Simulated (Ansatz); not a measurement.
**MoS$_{2}$: one input, then a changed one**

The cell comes from COD entry 4124624, which wasn't checked; take it as a given geometry. Its inner coordinates are ideal values, not refined ones.

First run: DFT, PBE, all-electron LAPW, scalar-relativistic (Ansatz 0.2.0).

Command: `ansatz run input.yaml --threads 1 --pin off --max-ram 4096MiB --backend cpu --events-out ev --progress --plain --runs-dir out` The run took 2.6 min on 1 thread of Arm Neoverse V2, with other jobs on the host, peak memory 1.4 GiB.

```yaml
crystal:
  lattice:
    - [1.5855007458, 0.9153892824, 6.115]
    - [-1.5855007458, 0.9153892824, 6.115]
    - [0.0, -1.8307785648, 6.115]
  atoms:
    - { symbol: Mo, position: [0.0, 0.0, 0.0] }
    - { symbol: S, position: [0.75, 0.75, 0.75] }
    - { symbol: S, position: [0.25, 0.25, 0.25] }
kpoints:
  mp_grid: { grid: [15, 15, 15] }
  band_path:
    path:
      - [0.0, 0.0, 0.0]
      - [0.5, 0.5, 0.5]
      - [0.8183941291, 0.1816058709, 0.5]
      - [0.5, -0.1816058709, 0.1816058709]
      - [0.5, 0.0, 0.0]
      - [0.0, 0.0, 0.0]
      - [0.3408029355, -0.3408029355, 0.0]
      - [0.6591970645, 0.0, 0.3408029355]
      - [0.5, 0.0, 0.5]
    npoints: 14
scf:
  occupations: { method: fermi_dirac, width: 0.05 }
hamiltonian:
  xc: pbe
  pseudopotentials: { kind: all_electron, lapw: { basis_error: 0.001 } }
output:
  forces: true
  stress: true
  eigenvalues: true
  populations: true
  dos: { projected: true, de: 0.2, e_range: [-14, 8] }
```

Result: converged; pressure 8.01 GPa; largest force 0.994 eV/Å; no gap on the k mesh; 7 SCF iterations.

A second input differs as follows:

```diff
@@ -1,7 +1,7 @@
 crystal:
   lattice:
-    - [1.5855007458, 0.9153892824, 6.115]
-    - [-1.5855007458, 0.9153892824, 6.115]
-    - [0.0, -1.8307785648, 6.115]
+    - [1.10985052, 0.6407725, 4.2805]
+    - [-1.10985052, 0.6407725, 4.2805]
+    - [0.0, -1.281545, 4.2805]
   atoms:
     - { symbol: Mo, position: [0.0, 0.0, 0.0] }
@@ -24,4 +24,5 @@
 scf:
   occupations: { method: fermi_dirac, width: 0.05 }
+  max_iter: 50
 hamiltonian:
   xc: pbe
@@ -32,4 +33,3 @@
   eigenvalues: true
   populations: true
-  dos: { projected: true, de: 0.2, e_range: [-14, 8] }
```

**Question.** What is wrong with it, and what does the program do?

**Answer.** The fault is a lattice far too small. The run converged; pressure 1358.6 GPa; largest force 66.059 eV/Å; no gap on the k mesh; 9 SCF iterations. The numbers describe a strongly squeezed or stretched cell, not the crystal at ambient pressure. The log ends:
```
  P = ⅓ Tr σ = 1358.5901 GPa (13585.901 kbar)
--- Band table (eV; the first three rows and the last of 344) ---
  k-point 0: bands = ["-428.3687", "-331.1262", "-331.0666", "-331.0666", "-172.9033", "-172.9006", "-172.9006", "-172.8488", "-172.8488", "-165.8777", "-165.8773", "-110.5567", "-110.5567", "-110.5565", "-110.5565", "-110.5270", "-110.5239", "-24.1154", "-0.8145", "6.0540", "6.0540", "19.2872", "27.4426", "28.8042", "30.5125", "30.5125", "36.5735", "37.1155", "37.1155", "40.2067", "45.6828", "45.6828", "48.2496", "53.0314", "53.0314", "53.8823"]
  k-point 1: bands = ["-428.3687", "-331.1262", "-331.0666", "-331.0666", "-172.9033", "-172.9007", "-172.9006", "-172.8488", "-172.8488", "-165.8777", "-165.8773", "-110.5571", "-110.5569", "-110.5568", "-110.5566", "-110.5269", "-110.5239", "-24.0260", "-0.7275", "5.5422", "5.9399", "19.4774", "27.9402", "28.5340", "30.0662", "30.8409", "36.3941", "36.7528", "36.8264", "41.2357", "45.6593", "46.2640", "49.0026", "50.8539", "51.8149", "54.2308"]
  k-point 2: bands = ["-428.3687", "-331.1262", "-331.0666", "-331.0666", "-172.9033", "-172.9007", "-172.9006", "-172.8488", "-172.8487", "-165.8774", "-165.8771", "-110.5583", "-110.5581", "-110.5571", "-110.5569", "-110.5266", "-110.5238", "-23.7658", "-0.4748", "4.2032", "5.6289", "20.0240", "27.3727", "28.4125", "30.3798", "31.6956", "35.2608", "36.2882", "37.1847", "42.7809", "46.0237", "47.6201", "47.6909", "50.4942", "51.1721", "53.4778"]
  k-point 343: bands = ["-428.3687", "-331.1262", "-331.0666", "-331.0666", "-172.9033", "-172.9007", "-172.9006", "-172.8488", "-172.8488", "-165.8775", "-165.8774", "-110.5571", "-110.5570", "-110.5568", "-110.5567", "-110.5261", "-110.5248", "-24.0247", "-0.7808", "5.5427", "5.9398", "22.7231", "23.0399", "28.0307", "29.9530", "30.8483", "35.5512", "36.8493", "40.0744", "44.3875", "45.6400", "46.1688", "47.2403", "50.8843", "51.3815", "55.0246"]
--- Löwdin populations: 3 sites ---
  site symbol       q [e]
     0     Mo     43.1938
     1      S     14.9556
     2      S     14.9556
  spilling = 0.012095 (of n_electrons = 74.000000)
```
